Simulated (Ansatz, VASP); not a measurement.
# Si in VASP and in Ansatz

Contents of INCAR:

```
ALGO = Normal
EDIFF = 1E-6
EDIFFG = -0.005
ENCUT = 600
GGA = RE
IBRION = 2
ISIF = 3
ISMEAR = -1
IVDW = 12
LASPH = True
LCHARG = False
LREAL = False
LWAVE = False
NELM = 80
NSW = 80
PREC = Accurate
SIGMA = 0.15
```

File KPOINTS:

```
k-points
0
Gamma
  17 17 17
```

Contents of POSCAR:

```
Si
1.0
    0.0000000000      1.6700000000      1.6700000000
    1.6700000000      0.0000000000      1.6700000000
    1.6700000000      1.6700000000      0.0000000000
Si
1
Direct
    0.0000000000      0.0000000000      0.0000000000
```

Input for Ansatz:

```yaml
crystal:
  lattice:
    - [0.0, 1.67, 1.67]
    - [1.67, 0.0, 1.67]
    - [1.67, 1.67, 0.0]
  atoms:
    - { symbol: Si, position: [0.0, 0.0, 0.0] }
basis:
  ecutwfc: 450.0
kpoints:
  mp_grid:
    grid: [17, 17, 17]
hamiltonian:
  xc: revpbe
  dispersion: d3bj
scf:
  occupations:
    method: fermi_dirac
    width: 0.15
relax:
  f_tol: 0.005
  max_steps: 60
  cell: {}
```

This isn't the form of Si at room conditions, which is diamond.

Alike in both runs: task relaxation of cell and atoms; functional revPBE; dispersion D3(BJ); k mesh 17 × 17 × 17; occupations fermi-dirac, width 0.15 eV; no spin polarisation.

```csv
,VASP,Ansatz
version,VASP 6.6.1,Ansatz 0.2.0
potentials or method,"VASP PAW PBE potentials, release 64 (Si)","plane waves, PAW"
plane-wave cutoff (eV),600,450
valence electrons in the cell,4,4
```

```tsv
	VASP	Ansatz	Ansatz less VASP
relaxed volume (Å³/atom)	12.99	13.06	+0.071
relaxed cell length with the largest relative difference (Å)	2.638	2.643	+0.0048
energy change over the relaxation (meV/atom)	-614	-639	-24.8
```

Caveats: the volume moved by over 15 % at a fixed basis, so the end points are rough (VASP); the PAW data sets were made with another functional, which shifts forces and pressure a little (VASP); the volume moved by +39 % from the deposited cell, more than functionals usually miss; pairwise dispersion overbinds metals, which lowers pressure and volume. Zero-point motion and thermal expansion aren't in these numbers.
